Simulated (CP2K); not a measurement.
# TiAl in CP2K: the effect of functional

TiAl:

```
CELL_PARAMETERS angstrom
3.17906 0.00000 0.00000
0.00000 3.17906 0.00000
0.00000 0.00000 3.17906
ATOMIC_POSITIONS crystal
Ti 0.00000 0.00000 0.00000
Al 0.50000 0.50000 0.50000
```

The cell comes from a database or a generator and needn't be the stable form of this composition.

Alike in all runs:

- Program: CP2K 2026.2
- Potentials or basis: POTENTIAL_UZH Ti GTH-PBE-q12, Al GTH-PBE-q3; TZVP-MOLOPT-PBE-GTH basis
- Density cutoff: 9184 eV
- k mesh: 8 × 8 × 8
- Occupations: fermi-dirac, width 0.05 eV
- Spin: no spin polarisation

Problem. One run gave: pressure -3.4 GPa. Which functional did it use?
A. HLE17
B. RPBE
C. BEEF-vdW
D. LDA
E. PBEsol

Solution. D.

```csv
functional,pressure (GPa)
PBE,0.9
LDA,-3.4
PBEsol,-1.4
RPBE,2.5
BEEF-vdW,0.0
vdW-DF-cx,-0.9
HLE17,-14.1
```

Caveats: the basis of atomic orbitals isn't converged, which shifts pressures, moduli and gaps; the potentials were made for another functional, which shifts forces and pressure (some runs); the potentials were made for a functional far from this one (some runs).
